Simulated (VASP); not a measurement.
Runs of VASP 6.6.1 on AlN. It takes space group P6_3mc (No. 186, hexagonal). The conventional cell has a = 3.113 Å, b = 3.113 Å, c = 4.981 Å, α = 90.00°, β = 90.00°, γ = 120.00°. Al (site symmetry 3m) is surrounded by 4 N at 1.89 Å. N (site symmetry 3m) has 4 Al at 1.89 Å as nearest neighbours. 

```csv
task,level,potentials or basis,cell,cutoff (eV),gap on the mesh (eV),pressure (GPa),largest force (eV/Å)
relaxation of cell and atoms,PBEsol,"VASP PAW PBE potentials, release 64 (Al, N)",relaxed,600,(b),0.1,-
band structure,r2SCAN,"VASP PAW PBE potentials, release 64 (Al, N)",as given,520,4.87,-1.4,0.01
band structure,LDA,"VASP PAW LDA potentials, release 64 (Al, N)",as given,520,4.21,(a),0.01
band structure,TB-mBJ,"VASP PAW PBE potentials, release 64 (Al, N)",as given,520,5.35,-,-
```

Alike in all rows: no spin polarisation; k mesh 12 × 12 × 6; smearing gaussian 0.03 eV.

Problem. Fill in the values left out.

Solution. (a) -4.2; (b) 4.12.

Caveats: the PAW data sets were made with another functional, which shifts forces and pressure a little (some runs).

A k mesh can miss the band edges.

Runs at the PBE level aren't shown here.
